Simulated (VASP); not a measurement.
A run of VASP 6.6.1 is set up as follows.

INCAR

```
SYSTEM = NaF
ALGO     = Normal         ! electronic algorithm
EDIFF    = 1E-8           ! SCF threshold, eV
ENCUT    = 600            ! plane-wave cutoff, eV
GGA      = PS             ! functional
ISIF     = 2              ! what is computed and relaxed
ISMEAR   = 0              ! smearing method
LASPH    = .TRUE.         ! aspherical terms in the spheres
LCHARG   = .FALSE.        ! write CHGCAR
LEPSILON = .TRUE.         ! dielectric tensor by DFPT
LREAL    = .FALSE.        ! projectors in reciprocal space
LWAVE    = .FALSE.        ! write WAVECAR
NELM     = 80             ! most SCF steps
PREC     = Accurate       ! precision mode
SIGMA    = 0.03           ! smearing width, eV
```

Contents of KPOINTS:

```
k-points
0
Monkhorst
  16 16 16
  0 0 0
```

File POSCAR:

```
NaF                                     
1.0
   -0.0000000000      2.3391749933      2.3391749933
    2.3391749933      0.0000000000      2.3391749933
    2.3391749933      2.3391749933      0.0000000000
  Na              F             
     1     1
Direct
     0.0000000000000000    0.0000000000000000    0.0000000000000000
     0.5000000000000000    0.5000000000000000    0.5000000000000000
```

Potentials or basis: VASP PAW PBE potentials, release 64 (Na_pv, F).

Command:

```sh
$ cat potpaw_PBE.64/Na_pv/POTCAR potpaw_PBE.64/F/POTCAR > POTCAR
$ mpirun -np 1 vasp_std > vasp.out
```

(1) What does it give for the electronic dielectric tensor (diagonal)?

(2) Predict the Born charges (mean of the diagonal).

Results:

(1) 1.88.

(2) Na +1.01; F -1.01 e.
